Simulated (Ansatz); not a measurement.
# Ir (Ir, dhcp): the cost of one run

Program: Ansatz 0.2.0. Level of theory: DFT RPBE, plane waves (420 eV) with PAW, scalar-relativistic; PAW files made under PBE, frozen cores solved again for the functional. These are calculated values, not measurements.

**1. The structure to begin with**

It takes space group P6_3/mmc (No. 194, hexagonal). The conventional cell has a = 2.715 Å, b = 2.715 Å, c = 8.867 Å, α = 90.00°, β = 90.00°, γ = 120.00°. Ir (site symmetry -3m) is surrounded by 12 Ir at 2.71 Å. Ir (site symmetry -6m2) is surrounded by 12 Ir at 2.71 Å.

As a file:

```cif
data_structure
_symmetry_space_group_name_H-M 'P 1'
_symmetry_Int_Tables_number 1
_cell_length_a 2.7149
_cell_length_b 2.7149
_cell_length_c 8.8667
_cell_angle_alpha 90.000
_cell_angle_beta 90.000
_cell_angle_gamma 120.000
_cell_volume 56.60
loop_
_atom_site_label
_atom_site_type_symbol
_atom_site_fract_x
_atom_site_fract_y
_atom_site_fract_z
_atom_site_occupancy
Ir1 Ir 0.00000 0.00000 0.00000 1
Ir2 Ir 0.00000 0.00000 0.50000 1
Ir3 Ir 0.33333 0.66667 0.25000 1
Ir4 Ir 0.66667 0.33333 0.75000 1
```

**2. Geometry optimisation**

input.yaml

```yaml
crystal:
  lattice:
    - [2.7148619862, 0.0, 0.0]
    - [-1.3574309931, 2.3511394478, 0.0]
    - [0.0, 0.0, 8.8667392469]
  atoms:
    - { symbol: Ir, position: [0.0, 0.0, 0.0] }
    - { symbol: Ir, position: [0.0, 0.0, 0.5] }
    - { symbol: Ir, position: [0.3333333333, 0.6666666667, 0.25] }
    - { symbol: Ir, position: [0.6666666667, 0.3333333333, 0.75] }
hamiltonian:
  xc: rpbe
  pseudopotentials:
    kind: paw
    azcp:
      Ir: "pseudopotentials/Ir.paw.azcp"
basis:
  ecutwfc: 420
  fft_grid_basis: typed
kpoints:
  mp_grid: { grid: [13, 13, 4], shift: [0, 0, 0] }
magnetization:
  spin_polarized: false
scf:
  occupations: { method: fermi_dirac, width: 0.1 }
relax:
  max_steps: 60
  f_tol: 0.01
  cell: {}
```

What time and memory should one allow on 2 threads of an Arm CPU, shared host?

About 20 s, with a peak of 0.4 GiB.
